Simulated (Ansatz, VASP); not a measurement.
# Two plane-wave programs on BP

```
CELL_PARAMETERS angstrom
0.00000 2.26900 2.26900
2.26900 0.00000 2.26900
2.26900 2.26900 0.00000
ATOMIC_POSITIONS crystal
B 0.00000 0.00000 0.00000
P 0.25000 0.25000 0.25000
```

Alike in both runs: functional PBE; k mesh 10 × 10 × 10; occupations fermi-dirac, width 0.02 eV; no spin polarisation.

Ansatz relaxed the structure, and its values are those at the end. VASP's run is a single point on that final structure, the one shown.

|  | VASP | Ansatz |
| --- | --- | --- |
| version | VASP 6.6.1 | Ansatz 0.2.0 |
| potentials or method | VASP PAW PBE potentials, release 64 (B, P) | plane-wave PAW, scalar-relativistic |
| plane-wave cutoff (eV) | 520 | 420 |
| valence electrons in the cell | 8 | 8 |

Ansatz gave:

| Property | Result |
| --- | --- |
| gap on the k mesh at the Fermi level (eV) | 1.24 |
| pressure (GPa) | 1.1 |

**Question.** Which values does VASP return?

**Answer.** gap on the k mesh at the Fermi level (eV): 1.24; pressure (GPa): 0.9.

The functional is the same, so the differences come from potentials, cutoffs and numerics. Ansatz warned: «stress_scf_threshold_loose».

A k mesh can miss the band edges. A hybrid or GW would open this gap; PBE tends to underestimate it.
